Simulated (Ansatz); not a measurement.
Born–Oppenheimer molecular dynamics of a periodic cell of 24 atoms, Cu2O (surface Cu2O(110)). It starts from a relaxed structure.

These are results of Ansatz, DFT PBE, scalar-relativistic, plane waves, PAW, not measurements. Settings: accuracy low, PAW set soft_1, cutoff 420 eV, k mesh 2x1x1, fermi-dirac smearing 0.02 eV, no spin polarisation.

```yaml
ensemble: NVT, Nosé–Hoover chain
time_step: 1 fs
steps_asked: 300
set_temperature: 300 K
thermostat: time constant 50 fs, chain length 5
atoms_held: 2, 4, 5, 6, 14, 16, 17, 18
seed: 876386
```

Frames 1 fs apart, positions in Å, forces in eV/Å.

Velocities at 100.0 fs (Å/ps):

```
Cu 1.33 0.15 -0.34
Cu 0.00 0.00 0.00
Cu 1.35 -1.03 -1.01
Cu 0.00 0.00 0.00
O 0.00 0.00 0.00
O 0.00 0.00 0.00
Cu -0.39 0.31 0.42
Cu 1.16 1.06 -0.52
Cu 6.96 -1.68 -1.85
Cu -0.95 -1.24 -0.11
O 1.73 -2.28 0.53
O -4.00 7.71 -1.03
Cu 0.85 -1.18 0.61
Cu 0.00 0.00 0.00
Cu 0.47 0.44 1.10
Cu 0.00 0.00 0.00
O 0.00 0.00 0.00
O 0.00 0.00 0.00
Cu 1.05 -1.68 0.45
Cu 4.54 -2.32 0.02
Cu -0.83 -3.27 -0.59
Cu 0.83 -0.95 -0.13
O 2.77 3.91 -4.48
O 2.58 -3.97 -2.94
```

```xyz
24
Lattice="6.0366 0.0000 0.0000 0.0000 8.5370 0.0000 0.0000 0.0000 17.5274" Properties=species:S:1:pos:R:3:forces:R:3 time_fs=100.0 energy_less_start_eV=0.436 T=245
Cu 0.032 3.075 2.443 0.10 0.38 -0.14
Cu 1.509 1.067 1.000 -0.01 -0.03 0.49
Cu 3.032 3.319 2.308 0.20 0.38 0.97
Cu 4.527 1.067 1.000 0.05 -0.03 0.64
O 0.000 0.000 1.000 0.02 1.12 -1.01
O 3.018 2.134 1.000 -0.06 -1.14 -1.16
Cu 3.025 2.681 5.110 -0.17 -0.04 0.01
Cu 4.683 1.080 3.965 -0.77 -0.41 0.30
Cu 0.554 3.584 5.270 0.01 -0.02 -0.25
Cu 1.610 0.913 4.183 -0.85 0.73 -0.04
O 3.140 -0.022 4.282 0.76 -0.30 -0.51
O 0.144 2.107 4.130 0.27 0.09 -0.40
Cu 0.191 7.278 2.235 -0.21 -0.42 1.16
Cu 1.509 5.336 1.000 0.06 -0.08 0.54
Cu 3.009 7.480 2.608 0.08 -0.38 -0.76
Cu 4.527 5.336 1.000 -0.02 0.00 0.48
O 0.000 4.269 1.000 -0.03 0.16 0.00
O 3.018 6.403 1.000 0.05 0.06 0.49
Cu 3.090 6.842 5.164 0.18 -0.13 -0.08
Cu 4.685 5.212 4.109 0.36 0.26 -0.10
Cu -0.100 7.890 5.148 -0.01 -0.54 -0.35
Cu 1.622 5.282 3.828 0.19 0.00 0.32
O 3.163 4.212 4.030 -0.14 -0.08 -0.40
O 0.109 6.341 3.982 -0.05 0.40 -0.19
24
Lattice="6.0366 0.0000 0.0000 0.0000 8.5370 0.0000 0.0000 0.0000 17.5274" Properties=species:S:1:pos:R:3:forces:R:3 time_fs=101.0 energy_less_start_eV=0.432 T=248
Cu 0.033 3.075 2.442 0.09 0.40 -0.16
Cu 1.509 1.067 1.000 -0.01 -0.03 0.49
Cu 3.034 3.318 2.308 0.20 0.39 0.99
Cu 4.527 1.067 1.000 0.05 -0.03 0.64
O 0.000 0.000 1.000 0.02 1.10 -0.99
O 3.018 2.134 1.000 -0.06 -1.16 -1.18
Cu 3.024 2.681 5.110 -0.17 -0.01 -0.02
Cu 4.684 1.081 3.965 -0.78 -0.42 0.30
Cu 0.561 3.582 5.268 0.01 0.00 -0.21
Cu 1.609 0.912 4.183 -0.85 0.75 -0.04
O 3.142 -0.024 4.283 0.73 -0.27 -0.50
O 0.140 2.115 4.128 0.31 0.01 -0.40
Cu 0.192 7.277 2.235 -0.22 -0.39 1.13
Cu 1.509 5.336 1.000 0.06 -0.08 0.54
Cu 3.010 7.480 2.609 0.08 -0.39 -0.78
Cu 4.527 5.336 1.000 -0.02 0.00 0.48
O 0.000 4.269 1.000 -0.03 0.16 0.00
O 3.018 6.403 1.000 0.05 0.06 0.50
Cu 3.091 6.840 5.165 0.19 -0.13 -0.07
Cu 4.690 5.210 4.109 0.34 0.27 -0.10
Cu -0.101 7.886 5.147 -0.01 -0.54 -0.36
Cu 1.623 5.281 3.828 0.22 0.00 0.31
O 3.166 4.216 4.025 -0.15 -0.14 -0.36
O 0.112 6.337 3.979 -0.05 0.44 -0.17
24
Lattice="6.0366 0.0000 0.0000 0.0000 8.5370 0.0000 0.0000 0.0000 17.5274" Properties=species:S:1:pos:R:3:forces:R:3 time_fs=102.0 energy_less_start_eV=0.429 T=251
Cu 0.034 3.075 2.442 0.09 0.41 -0.18
Cu 1.509 1.067 1.000 -0.02 -0.03 0.49
Cu 3.035 3.317 2.307 0.20 0.41 1.00
Cu 4.527 1.067 1.000 0.05 -0.03 0.64
O 0.000 0.000 1.000 0.03 1.09 -0.97
O 3.018 2.134 1.000 -0.06 -1.17 -1.19
Cu 3.024 2.681 5.110 -0.16 0.03 -0.06
Cu 4.685 1.082 3.965 -0.78 -0.43 0.31
Cu 0.568 3.581 5.266 0.02 0.02 -0.18
Cu 1.608 0.911 4.183 -0.85 0.75 -0.04
O 3.145 -0.027 4.283 0.69 -0.22 -0.50
O 0.136 2.123 4.127 0.34 -0.08 -0.40
Cu 0.192 7.276 2.236 -0.22 -0.36 1.10
Cu 1.509 5.336 1.000 0.07 -0.08 0.53
Cu 3.010 7.480 2.610 0.08 -0.40 -0.79
Cu 4.527 5.336 1.000 -0.02 0.00 0.48
O 0.000 4.269 1.000 -0.03 0.16 -0.01
O 3.018 6.403 1.000 0.05 0.07 0.50
Cu 3.092 6.838 5.165 0.19 -0.14 -0.07
Cu 4.695 5.207 4.109 0.33 0.27 -0.10
Cu -0.102 7.883 5.146 -0.01 -0.54 -0.37
Cu 1.624 5.280 3.828 0.24 0.00 0.31
O 3.168 4.220 4.020 -0.16 -0.21 -0.33
O 0.114 6.334 3.976 -0.06 0.47 -0.15
24
Lattice="6.0366 0.0000 0.0000 0.0000 8.5370 0.0000 0.0000 0.0000 17.5274" Properties=species:S:1:pos:R:3:forces:R:3 time_fs=103.0 energy_less_start_eV=0.425 T=254
Cu 0.035 3.075 2.442 0.08 0.43 -0.21
Cu 1.509 1.067 1.000 -0.02 -0.03 0.49
Cu 3.037 3.316 2.306 0.20 0.42 1.00
Cu 4.527 1.067 1.000 0.05 -0.03 0.64
O 0.000 0.000 1.000 0.03 1.06 -0.94
O 3.018 2.134 1.000 -0.06 -1.18 -1.21
Cu 3.023 2.682 5.111 -0.16 0.06 -0.09
Cu 4.686 1.083 3.964 -0.78 -0.44 0.32
Cu 0.575 3.579 5.264 0.02 0.05 -0.15
Cu 1.606 0.910 4.183 -0.83 0.76 -0.04
O 3.147 -0.029 4.282 0.64 -0.18 -0.50
O 0.133 2.131 4.125 0.37 -0.17 -0.40
Cu 0.193 7.274 2.237 -0.22 -0.33 1.06
Cu 1.509 5.336 1.000 0.07 -0.08 0.53
Cu 3.011 7.481 2.611 0.08 -0.40 -0.81
Cu 4.527 5.336 1.000 -0.02 0.00 0.48
O 0.000 4.269 1.000 -0.03 0.16 -0.01
O 3.018 6.403 1.000 0.05 0.07 0.51
Cu 3.093 6.837 5.165 0.19 -0.14 -0.07
Cu 4.699 5.205 4.109 0.31 0.28 -0.11
Cu -0.103 7.880 5.146 -0.01 -0.53 -0.38
Cu 1.625 5.279 3.828 0.27 -0.01 0.30
O 3.171 4.223 4.015 -0.17 -0.26 -0.29
O 0.117 6.330 3.972 -0.06 0.50 -0.13
24
Lattice="6.0366 0.0000 0.0000 0.0000 8.5370 0.0000 0.0000 0.0000 17.5274" Properties=species:S:1:pos:R:3:forces:R:3 time_fs=104.0 energy_less_start_eV=0.422 T=257
Cu 0.037 3.076 2.441 0.08 0.45 -0.23
Cu 1.509 1.067 1.000 -0.02 -0.03 0.50
Cu 3.038 3.315 2.306 0.20 0.42 1.00
Cu 4.527 1.067 1.000 0.05 -0.03 0.64
O 0.000 0.000 1.000 0.03 1.04 -0.92
O 3.018 2.134 1.000 -0.06 -1.19 -1.22
Cu 3.023 2.682 5.111 -0.15 0.09 -0.12
Cu 4.687 1.083 3.964 -0.77 -0.44 0.32
Cu 0.582 3.577 5.262 0.03 0.07 -0.11
Cu 1.605 0.909 4.183 -0.81 0.75 -0.04
O 3.151 -0.032 4.282 0.58 -0.14 -0.49
O 0.129 2.138 4.123 0.39 -0.25 -0.39
Cu 0.194 7.273 2.238 -0.22 -0.30 1.02
Cu 1.509 5.336 1.000 0.07 -0.08 0.52
Cu 3.011 7.481 2.612 0.08 -0.41 -0.82
Cu 4.527 5.336 1.000 -0.02 0.00 0.47
O 0.000 4.269 1.000 -0.02 0.17 -0.02
O 3.018 6.403 1.000 0.05 0.07 0.51
Cu 3.094 6.835 5.166 0.20 -0.15 -0.07
Cu 4.704 5.203 4.109 0.29 0.28 -0.11
Cu -0.103 7.876 5.145 -0.01 -0.53 -0.39
Cu 1.626 5.279 3.828 0.29 -0.01 0.29
O 3.173 4.227 4.010 -0.17 -0.32 -0.24
O 0.119 6.327 3.969 -0.06 0.53 -0.10
24
Lattice="6.0366 0.0000 0.0000 0.0000 8.5370 0.0000 0.0000 0.0000 17.5274" Properties=species:S:1:pos:R:3:forces:R:3 time_fs=105.0 energy_less_start_eV=0.419 T=260
Cu 0.038 3.076 2.441 0.07 0.46 -0.25
Cu 1.509 1.067 1.000 -0.02 -0.03 0.50
Cu 3.039 3.315 2.305 0.20 0.43 1.00
Cu 4.527 1.067 1.000 0.06 -0.03 0.64
O 0.000 0.000 1.000 0.04 1.02 -0.89
O 3.018 2.134 1.000 -0.06 -1.20 -1.23
Cu 3.022 2.682 5.112 -0.14 0.12 -0.14
Cu 4.688 1.084 3.963 -0.76 -0.44 0.33
Cu 0.589 3.576 5.260 0.03 0.09 -0.08
Cu 1.603 0.908 4.183 -0.78 0.74 -0.04
O 3.154 -0.035 4.281 0.52 -0.09 -0.48
O 0.126 2.146 4.121 0.40 -0.34 -0.38
Cu 0.195 7.272 2.240 -0.23 -0.26 0.98
Cu 1.509 5.336 1.000 0.07 -0.08 0.52
Cu 3.012 7.481 2.612 0.08 -0.42 -0.84
Cu 4.527 5.336 1.000 -0.02 0.01 0.47
O 0.000 4.269 1.000 -0.02 0.17 -0.02
O 3.018 6.403 1.000 0.05 0.08 0.52
Cu 3.095 6.833 5.166 0.20 -0.15 -0.07
Cu 4.709 5.201 4.109 0.26 0.28 -0.11
Cu -0.104 7.872 5.144 -0.01 -0.52 -0.39
Cu 1.627 5.278 3.828 0.31 -0.01 0.29
O 3.176 4.230 4.005 -0.17 -0.37 -0.20
O 0.122 6.325 3.966 -0.06 0.55 -0.08
24
Lattice="6.0366 0.0000 0.0000 0.0000 8.5370 0.0000 0.0000 0.0000 17.5274" Properties=species:S:1:pos:R:3:forces:R:3 time_fs=106.0 energy_less_start_eV=0.415 T=263
Cu 0.040 3.077 2.440 0.06 0.48 -0.28
Cu 1.509 1.067 1.000 -0.02 -0.03 0.50
Cu 3.041 3.314 2.305 0.20 0.43 0.99
Cu 4.527 1.067 1.000 0.06 -0.04 0.63
O 0.000 0.000 1.000 0.04 1.00 -0.86
O 3.018 2.134 1.000 -0.06 -1.21 -1.23
Cu 3.022 2.683 5.112 -0.13 0.15 -0.17
Cu 4.688 1.085 3.963 -0.75 -0.44 0.33
Cu 0.596 3.574 5.258 0.03 0.11 -0.05
Cu 1.602 0.907 4.183 -0.74 0.73 -0.05
O 3.158 -0.038 4.280 0.45 -0.05 -0.48
O 0.123 2.153 4.119 0.41 -0.42 -0.37
Cu 0.195 7.270 2.241 -0.23 -0.22 0.93
Cu 1.509 5.336 1.000 0.07 -0.08 0.51
Cu 3.012 7.481 2.613 0.08 -0.42 -0.85
Cu 4.527 5.336 1.000 -0.02 0.01 0.47
O 0.000 4.269 1.000 -0.02 0.17 -0.03
O 3.018 6.403 1.000 0.05 0.08 0.52
Cu 3.096 6.831 5.167 0.20 -0.15 -0.07
Cu 4.714 5.199 4.109 0.24 0.27 -0.12
Cu -0.105 7.868 5.143 -0.02 -0.51 -0.40
Cu 1.628 5.277 3.828 0.33 0.00 0.28
O 3.178 4.233 3.999 -0.17 -0.41 -0.16
O 0.124 6.322 3.962 -0.06 0.57 -0.05
24
Lattice="6.0366 0.0000 0.0000 0.0000 8.5370 0.0000 0.0000 0.0000 17.5274" Properties=species:S:1:pos:R:3:forces:R:3 time_fs=107.0 energy_less_start_eV=0.412 T=266
Cu 0.041 3.077 2.439 0.06 0.49 -0.30
Cu 1.509 1.067 1.000 -0.03 -0.04 0.50
Cu 3.043 3.313 2.305 0.20 0.42 0.98
Cu 4.527 1.067 1.000 0.06 -0.04 0.63
O 0.000 0.000 1.000 0.04 0.97 -0.84
O 3.018 2.134 1.000 -0.06 -1.21 -1.24
Cu 3.021 2.683 5.112 -0.13 0.18 -0.19
Cu 4.688 1.085 3.963 -0.73 -0.43 0.34
Cu 0.603 3.572 5.256 0.04 0.13 -0.01
Cu 1.600 0.907 4.183 -0.70 0.71 -0.05
O 3.162 -0.041 4.279 0.38 0.00 -0.47
O 0.121 2.160 4.116 0.41 -0.50 -0.36
Cu 0.196 7.269 2.243 -0.23 -0.18 0.88
Cu 1.509 5.336 1.000 0.07 -0.08 0.51
Cu 3.013 7.481 2.613 0.09 -0.43 -0.87
Cu 4.527 5.336 1.000 -0.02 0.01 0.46
O 0.000 4.269 1.000 -0.01 0.17 -0.04
O 3.018 6.403 1.000 0.04 0.08 0.52
Cu 3.098 6.830 5.167 0.20 -0.15 -0.07
Cu 4.719 5.197 4.109 0.21 0.27 -0.12
Cu -0.106 7.865 5.142 -0.02 -0.50 -0.40
Cu 1.629 5.276 3.828 0.35 0.00 0.27
O 3.180 4.236 3.994 -0.16 -0.45 -0.11
O 0.126 6.320 3.959 -0.06 0.58 -0.02
24
Lattice="6.0366 0.0000 0.0000 0.0000 8.5370 0.0000 0.0000 0.0000 17.5274" Properties=species:S:1:pos:R:3:forces:R:3 time_fs=108.0 energy_less_start_eV=0.409 T=269
Cu 0.043 3.078 2.439 0.05 0.51 -0.33
Cu 1.509 1.067 1.000 -0.03 -0.04 0.50
Cu 3.044 3.313 2.305 0.20 0.41 0.96
Cu 4.527 1.067 1.000 0.06 -0.04 0.63
O 0.000 0.000 1.000 0.05 0.94 -0.81
O 3.018 2.134 1.000 -0.06 -1.21 -1.24
Cu 3.021 2.683 5.113 -0.12 0.20 -0.22
Cu 4.689 1.086 3.963 -0.70 -0.42 0.34
Cu 0.611 3.571 5.254 0.04 0.14 0.02
Cu 1.598 0.906 4.182 -0.65 0.68 -0.05
O 3.167 -0.044 4.277 0.30 0.04 -0.46
O 0.118 2.167 4.114 0.40 -0.57 -0.35
Cu 0.197 7.267 2.245 -0.24 -0.14 0.83
Cu 1.509 5.336 1.000 0.07 -0.08 0.50
Cu 3.014 7.481 2.613 0.09 -0.44 -0.88
Cu 4.527 5.336 1.000 -0.03 0.01 0.46
O 0.000 4.269 1.000 -0.01 0.18 -0.04
O 3.018 6.403 1.000 0.04 0.08 0.53
Cu 3.099 6.828 5.167 0.21 -0.15 -0.07
Cu 4.724 5.195 4.109 0.18 0.26 -0.13
Cu -0.107 7.861 5.141 -0.02 -0.49 -0.40
Cu 1.630 5.275 3.829 0.37 0.01 0.26
O 3.182 4.239 3.988 -0.15 -0.48 -0.07
O 0.129 6.319 3.955 -0.06 0.59 0.00
```

Of the whole run (300 fs, mean temperature of the second half 350 K): The conserved energy stayed within 0.02 meV per atom of its start (net change 0.013 meV per atom), so the integration is sound. The mean temperature of the second half is 17 % above the set value. A run of 0.3 ps of so small a system gives no equilibrium averages. Limits of this set-up: coarse k mesh, thin slab, slab without dipole correction, low accuracy level.

Run time: 18 min on 4 threads of AMD EPYC 7B13 (Zen 3), with other jobs on the host, peak memory 2.1 GiB.
